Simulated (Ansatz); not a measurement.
Crystal structures of tungsten under revPBE

Level of theory: DFT, revPBE, plane waves (420 eV) with PAW, scalar-relativistic (Ansatz 0.2.0). The PAW files were generated under PBE, with cores re-solved for the functional.

Each structure is relaxed within its own symmetry, so a high-lying one may be dynamically unstable.

```json
{"structure": "bcc", "ΔE (meV/atom)": "0", "V (Å³/atom)": "16.29", "cell": "a = 3.194 Å", "magnetic state": "spin not included"}
{"structure": "beta-W (A15)", "ΔE (meV/atom)": "90", "V (Å³/atom)": "16.51", "cell": "a = 5.093 Å", "magnetic state": "spin not included"}
{"structure": "dhcp", "ΔE (meV/atom)": "481", "V (Å³/atom)": "16.65", "cell": "a = 2.794 Å, c = 9.854 Å (c/a = 3.527)", "magnetic state": "spin not included"}
{"structure": "fcc", "ΔE (meV/atom)": "483", "V (Å³/atom)": "16.61", "cell": "a = 4.050 Å", "magnetic state": "spin not included"}
{"structure": "hcp", "ΔE (meV/atom)": "500", "V (Å³/atom)": "16.68", "cell": "a = 2.785 Å, c = 4.967 Å (c/a = 1.783)", "magnetic state": "spin not included"}
{"structure": "omega (AlB2-type)", "ΔE (meV/atom)": "545", "V (Å³/atom)": "16.70", "cell": "a = 4.701 Å, c = 2.618 Å (c/a = 0.557)", "magnetic state": "spin not included"}
{"structure": "simple cubic", "ΔE (meV/atom)": "1437", "V (Å³/atom)": "18.54", "cell": "a = 2.647 Å", "magnetic state": "spin not included"}
{"structure": "diamond", "ΔE (meV/atom)": "2620", "V (Å³/atom)": "25.12", "cell": "a = 5.858 Å", "magnetic state": "spin not included"}
```

ΔE counts from bcc.

Differences under about 8 meV lie within the error of the k-point mesh.
